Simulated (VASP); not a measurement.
# Te2Pt in VASP: notebook

One slab, Te2Pt, is run at these levels: PBE; tasks: single point.

Everything below comes from runs of VASP 6.6.1. Logs are shortened: lines on timing, memory, paths and dates and some standing lists are left out, and cuts for length are marked.

### 1 Starting point

The cell holds a slab with vacuum, 3 atoms: a = 4.010 Å, b = 4.010 Å, c = 14.601 Å, α = 90.00°, β = 90.00°, γ = 120.00°.

### 2 Single point, PBE

File INCAR:

```
PREC     = Accurate       # precision mode
ENCUT    = 520            # plane-wave cutoff, eV
EDIFF    = 1E-7           # SCF threshold, eV
ISMEAR   = 0              # smearing method
SIGMA    = 0.05           # smearing width, eV
LREAL    = False          # projectors in reciprocal space
LASPH    = True           # aspherical terms in the spheres
NELM     = 120            # most SCF steps
ALGO     = Normal         # electronic algorithm
ISIF     = 2              # what is computed and relaxed
LWAVE    = False          # write WAVECAR
LCHARG   = False          # write CHGCAR
LDIPOL   = True         
IDIPOL   = 3            
DIPOL    = 0.5 0.5 0.500
GGA      = PE             # functional
NBANDS   = 22             # bands
LVHAR    = True         
LVACPOTAV= True
```

File KPOINTS:

```
Automatic mesh
0
Gamma
  3 3 1
```

File POSCAR:

```
Te2Pt
1.0
    4.0100000000      0.0000000000      0.0000000000
   -2.0050000000      3.4727618700      0.0000000000
    0.0000000000      0.0000000000     14.6005000000
Te Pt
2 1
Direct
    0.6666666667      0.3333333333      0.4109448307
    0.3333333333      0.6666666667      0.5890551693
    0.0000000000      0.0000000000      0.5000000000
```

Potentials or basis: VASP PAW PBE potentials, release 64 (Te, Pt).

Run with:

```console
> cat potpaw_PBE.64/Te/POTCAR potpaw_PBE.64/Pt/POTCAR > POTCAR
> mpirun -np 1 vasp_std > vasp.out
```

OUTCAR:

```text
PREC = Accurate
   ENCUT = 520
   EDIFF = 1E-7
   ISMEAR = 0
   LREAL = False
   LASPH = True
   NELM = 120
   ISIF = 2
   GGA = PE

 Found      3 irreducible k-points:

 Following reciprocal coordinates:
            Coordinates               Weight
  0.000000  0.000000  0.000000      1.000000
  0.333333 -0.000000  0.000000      6.000000
  0.333333  0.333333  0.000000      2.000000
   k-points           NKPTS =      3   k-points in BZ     NKDIM =      3   number of bands    NBANDS=     22
   number of dos      NEDOS =    301   number of ions     NIONS =      3
   total plane-waves  NPLWV = 100800
   dimension x,y,z NGX =    30 NGY =   30 NGZ =  112
   dimension x,y,z NGXF=    60 NGYF=   60 NGZF=  224
   ions per type =               2   1
   NGX,Y,Z   is equivalent  to a cutoff of  12.44, 12.44, 12.75 a.u.
   NGXF,Y,Z  is equivalent  to a cutoff of  24.87, 24.87, 25.51 a.u.
 SYSTEM =  unknown system
   PREC   = accura    normal or accurate (medium, high low for compatibility)
   ISTART =      0    job   : 0-new  1-cont  2-samecut
   ICHARG =      2    charge: 1-file 2-atom 10-const
   ISPIN  =      1    spin polarized calculation?
   LNONCOLLINEAR =      F non collinear calculations
   LSORBIT =      F    spin-orbit coupling
   LASPH  =      T    aspherical Exc in radial PAW
   ENCUT  =  520.0 eV  38.22 Ry    6.18 a.u.   7.46  7.46 27.15*2*pi/ulx,y,z
   NELM   =    120;   NELMIN=  2; NELMDL= -5     # of ELM steps
   EDIFF  = 0.1E-06   stopping-criterion for ELM
   LREAL  =      F    real-space projection
   EDIFFG = 0.1E-05   stopping-criterion for IOM
   NSW    =      0    number of steps for IOM
   IBRION =     -1    ionic relax: 0-MD 1-quasi-New 2-CG
   NFREE  =      0    steps in history (QN), initial steepest desc. (CG)
   ISIF   =      2    stress and relaxation
   ISYM   =      2    0-nonsym 1-usesym 2-fastsym
   POTIM  = 0.5000    time-step for ionic-motion
   TEBEG  =    0.0;   TEEND  =   0.0 temperature during run
   PSTRESS=    0.0 pullay stress
   NELECT =      22.0000    total number of electrons
   NUPDOWN=      -1.0000    fix difference up-down
   EMIN   =  10.00;   EMAX   =-10.00  energy-range for DOS
   EFERMI =   0.00;   METHOD = LEGACY
   ISMEAR =     0;   SIGMA  =   0.05  broadening in eV -4-tet -1-fermi 0-gaus
   EFERMI_NEDOS =   21; number of points for ismear=-14 and -15
   IALGO  =     38    algorithm
   IMIX   =      4    mixing-type and parameters
     AMIX     =   0.40;   BMIX     =  1.00
     AMIX_MAG =   1.60;   BMIX_MAG =  1.00
  volume/ion in A,a.u.               =      67.77       457.36
  Fermi-wavevector in a.u.,A,eV,Ry     =   0.780106  1.474186  8.280025  0.608565
  Thomas-Fermi vector in A             =   1.883348
   LORBIT       =      0    0 simple, 1 ext, 2 COOP (PROOUT), +10 PAW based schemes
   GGA     = PE    functional components
   LHFCALC =     F    Hartree Fock is set to
   AEXX    =    0.0000 exact exchange contribution
   IVDW    =     0    specifies the selected vdW correction
   LEPSILON=     F    determine dielectric tensor
   LRPA    =     F    only Hartree local field effects (RPA)
 non-spin polarized calculation
 Gauss-broadening in eV      SIGMA  =   0.05
  energy-cutoff  :      520.00
  volume of cell :      203.32
 maximum number of plane-waves:      5521
 NGX is ok and might be reduce to    30
   NGX = 15   NGY = 15   NGZ = 55

 dipolmoment           0.000000      0.000000      0.000000 electrons x Angstroem

 number of electron      21.9999997 magnetization

 dipolmoment           0.000000      0.000000     -0.000000 electrons x Angstroem

 Free energy of the ion-electron system (eV)
  ---------------------------------------------------
  ext. energy  EPLUGINS =         0.00000000
  ---------------------------------------------------
  free energy    TOTEN  =       -13.51677907 eV

  energy without entropy =      -13.51677907  energy(sigma->0) =      -13.51677907

 E-fermi :   0.1657     XC(G=0):  -4.6744

 val. band max:       -0.0758135441   @ k =   0.0000   0.0000   0.0000
 cond. band min:       1.2381849432   @ k =   0.3333   0.3333   0.0000
 fundamental gap:      1.3139984873
 Fermi energy:         0.1656591964

 k-point     1 :       0.0000    0.0000    0.0000
  band No.  band energies     occupation
      1     -13.2481      2.00000
      2     -10.7899      2.00000
      3      -5.5086      2.00000
      4      -5.5086      2.00000
      5      -5.1831      2.00000
      6      -3.5107      2.00000
[... 14 lines left out ...]
     21       7.9752      0.00000
     22       9.1369      0.00000

 k-point     2 :       0.3333   -0.0000    0.0000
  band No.  band energies     occupation
      1     -12.1399      2.00000
      2     -10.9765      2.00000
      3      -5.7274      2.00000
      4      -5.0235      2.00000
      5      -4.8263      2.00000
      6      -4.1418      2.00000
[... 14 lines left out ...]
     21       8.2164      0.00000
     22       8.6237      0.00000

 k-point     3 :       0.3333    0.3333    0.0000
  band No.  band energies     occupation
      1     -11.1886      2.00000
      2     -11.1886      2.00000
      3      -5.9427      2.00000
      4      -5.2310      2.00000
      5      -5.2310      2.00000
      6      -3.8436      2.00000
[... 14 lines left out ...]
     21       8.7473      0.00000
     22       8.9849      0.00000

------------------------ aborting loop because EDIFF is reached ----------------------------------------

  FORCE on cell =-STRESS in cart. coord.  units (eV):
  Direction    XX          YY          ZZ          XY          YZ          ZX
  --------------------------------------------------------------------------------------
  -------------------------------------------------------------------------------------
  Total        2.4115637      2.4115637      2.4908785      0.0000000      0.0000000      0.0000000
  in kB       19.0030023     19.0030023     19.6279985      0.0000000      0.0000000      0.0000000
  external PRESSURE =      19.2113344 kB  Pullay stress =       0.0000000 kB

 VOLUME and BASIS-vectors are now :
 -----------------------------------------------------------------------------
  energy-cutoff  :      520.00
  volume of cell :      203.32
      direct lattice vectors                 reciprocal lattice vectors
     4.010000000  0.000000000  0.000000000     0.249376559  0.143977623  0.000000000
    -2.005000000  3.472761870  0.000000000     0.000000000  0.287955246  0.000000000
     0.000000000  0.000000000 14.600500000     0.000000000  0.000000000  0.068490805

 POSITION                                       TOTAL-FORCE (eV/Angst)
 -----------------------------------------------------------------------------------
      2.00500      1.15759      6.00000         0.000000     -0.000000     -0.963881
     -0.00000      2.31517      8.60050        -0.000000      0.000000      0.963881
      0.00000      0.00000      7.30025         0.000000      0.000000      0.000000
 -----------------------------------------------------------------------------------
    total drift:                                0.000000     -0.000000     -0.000000

  FREE ENERGIE OF THE ION-ELECTRON SYSTEM (eV)
  ---------------------------------------------------
  free  energy   TOTEN  =       -13.5167790731 eV

  energy  without entropy=      -13.5167790731  energy(sigma->0) =      -13.51677907

 vacuum level on the upper side and lower side of the slab         4.646         4.646
```

OSZICAR:

```text
N       E                     dE             d eps       ncg     rms          rms(c)
DAV:   1     0.128856420165E+03    0.12886E+03   -0.74925E+03   132   0.756E+02
DAV:   2    -0.389266389136E+01   -0.13275E+03   -0.12560E+03   158   0.140E+02
DAV:   3    -0.137595038976E+02   -0.98668E+01   -0.97823E+01   168   0.426E+01
[... 14 lines left out ...]
DAV:  18    -0.135167765331E+02   -0.11342E-04   -0.56726E-07   138   0.403E-03    0.425E-03
DAV:  19    -0.135167781886E+02   -0.16556E-05   -0.12685E-07   136   0.233E-03    0.206E-03
DAV:  20    -0.135167788972E+02   -0.70856E-06   -0.95022E-08   114   0.180E-03    0.639E-04
DAV:  21    -0.135167790906E+02   -0.19339E-06   -0.23716E-08   128   0.684E-04    0.982E-04
DAV:  22    -0.135167790731E+02    0.17441E-07   -0.97972E-10   118   0.186E-04
   1 F= -.13516779E+02 E0= -.13516779E+02  d E =-.465432E-12
```

It took 47 s on 1 thread of Intel Xeon Platinum 8488C (Sapphire Rapids), shared host; peak memory 0.3 GiB.

The run converged, but some of its settings lie outside the range that counts as converged, so its numbers aren't taken as properties of the slab.

What came out:

```yaml
Free_energy: -13.5168 eV
Largest_force: 0.964 eV/Å
Band_gap_on_the_k_mesh: 1.31 eV, indirect (least direct gap 2.05 eV)
Ionisation_potential_of_the_upper_face: 4.72 eV
```

Caveat: the k mesh is coarse (spacing up to 0.60 Å⁻¹), so the values aren't converged; spin-orbit coupling is left out, which moves the levels of the heavy elements.

(Continued in part 2 of 2.)
